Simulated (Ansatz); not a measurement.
## Ti films: biaxial stress and wafer bow

Plane-wave DFT in Ansatz, PBE, scalar-relativistic PAW potentials, cutoff 420 eV, no spin-orbit coupling; no spin polarisation. Ti in space group P6_3/mmc, strained equally along a and b of the conventional cell, with c and the atoms relaxed within the symmetry (a film with c along the normal). Stress is the in-plane mean, tension positive.

```tsv
strain (%)	stress (GPa)	E − E(0) (meV/atom)
-3.0	-6.35	20.4
-2.0	-4.17	9.1
-1.0	-2.07	2.3
+0.0	-0.03	0.0
+1.0	1.91	2.1
+2.0	3.70	8.3
+3.0	?	18.2
```

Problem. Fit the stress, get the biaxial modulus and predict the missing row.

Solution. A parabola through the given rows is σ = -0.04 + 1.969 ε -0.0462 ε² GPa (ε in %), so M = dσ/dε = 197 GPa at zero. It predicts 5.45 GPa at +3.0 %; the run gave 5.35 GPa. The miss is 0.10 GPa, so the fit holds even one step beyond its range. The negative square term means that the film is stiffer in compression than in tension. The energies check it: E/V = Mε² at small strain, and a cubic fit with V = 17.39 Å³/atom gives M = 198 GPa, in agreement.

Problem. How much does a 100 nm film at +0.5 % strain bow a 300 mm Si(001) wafer 775 μm thick?

Solution. The fit, without its small constant, gives σ = 0.97 GPa. Stoney's formula, κ = 6σt_f/(M_s t_s²) with M_s = 180.5 GPa for Si(001) (literature), gives |κ| = 5.37×10⁻³ m⁻¹ and a bow κr²/2 = 60.4 μm at r = 150 mm, with the film side concave (tension pulls the edges up). This assumes a single-crystal or fully textured, unrelaxed film at 0 K.

The cell has no gap in any row, so the stresses hang on mesh and smearing.

Cost: about 2 core-minutes for the runs cited, on AMD EPYC 9R45 (Zen 5) (shared hosts).

Titanium responds to basal-plane strain almost linearly, with a modest anharmonic softening on the tensile side. Stress and energy agree on this: at each strain magnitude, compression costs more than tension, up to 20.4 against 18.2 meV/atom at the ends of the range. The asymmetry is that of metallic cohesion in general. Shortening the in-plane contacts meets steeply rising short-range repulsion, whereas stretching them weakens the d-d bonding more gradually. Because c is free to relax, the modulus of 197 GPa already includes the Poisson response along the normal and is the appropriate one for a film with a free surface.

Hexagonal symmetry makes the basal plane elastically isotropic, so in-plane rotation of the grains would not alter the linear response, though tilting their c axes would. Equal biaxial stress also puts no resolved shear on basal or prismatic a-type slip, which probably helps such a film carry large elastic stresses. The strain itself is an input here, so the calculation does not predict the stress that deposition would leave.
